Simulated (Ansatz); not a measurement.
We consider α-phase Li3N, described by RPBE in Ansatz (PAW).

Numerical settings: plane-wave cutoff 520 eV, 12×12×10 k mesh (along the axes of the cell as run), Fermi–Dirac smearing 0.01 eV, scalar-relativistic PAW data made under PBE.

Computed points:

```
V (Å³/atom)  E − E_lowest (meV/atom)
-----------  -----------------------
11.032                          3.02
11.262                          0.73
11.492                          0.00
11.721                          0.68
11.951                          2.66
```

### Question
Fit the third-order Birch–Murnaghan equation and give B0 and B′.

### Answer
V0 = 11.492 Å³/atom, B0 = 49.3 GPa, B′ = 3.8 (fit to the energies at full precision).

Shape and atoms are relaxed at each volume.

Note: the bulk modulus comes from volumes at which shape and atoms were relaxed.

Static lattice: no zero-point or thermal effects.

Cost on a shared machine: very roughly 70 core-seconds.

Ansatz is an electronic-structure program.
